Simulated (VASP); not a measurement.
Crystal: MnO.

```
Mn O
1.0
     3.37170    0.00000    0.00000
    -1.68585    2.91998    0.00000
     0.00000    0.00000    5.38550
Mn O
2 2
Direct
  0.33333 0.66667 0.01096
  0.66667 0.33333 0.51096
  0.33333 0.66667 0.37547
  0.66667 0.33333 0.87547
```

Measurements of this composition are mostly on another form, of space group No. 225.

Base run:

| Quantity | Value |
| --- | --- |
| Program | VASP 6.6.1 |
| Functional | PBE |
| Potentials or basis | VASP PAW PBE potentials, release 64 (Mn_pv, O) |
| Cutoff | 520 eV |
| k mesh | 6 × 6 × 4 |
| Occupations | gaussian, width 0.05 eV |
| Spin | collinear spin, zero start |
| Starting moments | [0.0, 0.0, 0.0, 0.0] μB |
| Hubbard terms | Mn d U = 2 eV |

Its results: band gap on the k mesh none (metal or under the smearing width); pressure -18.3 GPa; net moment 2.43 μB per cell; largest force 0.408 eV/Å.

**Question.** The run is repeated on the same cell with these changes: hubbard terms from Mn d U = 2 eV to Mn d U = 3 eV; further incar settings from ALGO = Fast; EDIFF = 1e-07 to ALGO = Fast; EDIFF = 1e-07; NBANDS = 31. What comes out?

**Answer.** Band gap on the k mesh none (metal or under the smearing width); pressure -21.7 GPa; net moment 0.00 μB per cell; largest force 0.693 eV/Å.
